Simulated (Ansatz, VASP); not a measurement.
## PtSe2 (Sudovikovite) in VASP and in Ansatz

INCAR

```
  PREC = Accurate
  ENCUT = 520
  EDIFF = 1E-6
  ISMEAR = 0
  SIGMA = 0.02
  LREAL = F
  LASPH = T
  NELM = 60
  ALGO = Normal
  ISIF = 2
  LWAVE = F
  LCHARG = F
  GGA = PE
  LORBIT = 11
```

KPOINTS

```
Automatic mesh
0
Gamma
  8 8 5
```

The input POSCAR:

```
PtSe2
1.0
    3.7240000000      0.0000000000      0.0000000000
   -1.8620000000      3.2250786037      0.0000000000
    0.0000000000      0.0000000000      5.0620000000
Pt Se
1 2
Direct
    0.0000000000      0.0000000000      0.0000000000
    0.6666666667      0.3333333333      0.7500000000
    0.3333333333      0.6666666667      0.2500000000
```

The input input.yaml:

```yaml
crystal:
  lattice:
    - [3.724, 0.0, 0.0]
    - [-1.862, 3.2250786037, 0.0]
    - [0.0, 0.0, 5.062]
  atoms:
    - { symbol: Pt, position: [0.0, 0.0, 0.0] }
    - { symbol: Se, position: [0.6666666667, 0.3333333333, 0.75] }
    - { symbol: Se, position: [0.3333333333, 0.6666666667, 0.25] }
hamiltonian:
  xc: pbe
  pseudopotentials: { kind: paw }
kpoints:
  mp_grid: { grid: [8, 8, 5] }
scf:
  occupations: { method: gaussian, width: 0.02 }
output:
  forces: true
  stress: true
  eigenvalues: true
```

Alike in both runs: functional PBE; k mesh 8 × 8 × 5; occupations gaussian, width 0.02 eV; no spin polarisation.

|  | VASP | Ansatz |
| --- | --- | --- |
| version | VASP 6.6.1 | Ansatz 0.2.0 |
| potentials or method | VASP PAW PBE potentials, release 64 (Pt, Se) | Ansatz PAW |
| plane-wave cutoff (eV) | 520 | 420 |
| valence electrons in the cell | 22 | 50 |
| task | atomic charges | single point |

```csv
,VASP,Ansatz,Ansatz less VASP
gap on the k mesh at the Fermi level (eV),none,none,-
pressure (GPa),7.3,7.3,0.00
largest component of the traceless stress (GPa),1.16,1.15,-0.006
rms of the force components (eV/Å),0.271,0.269,-0.0026
```

Atom by atom the forces differ by 0.003 eV/Å (rms over components). A gap of «none» marks a metal or a gap that the smearing closes. The two sets of potentials don't hold the same shells in valence.

Spin-orbit coupling is left out, which matters for the levels of Pt.
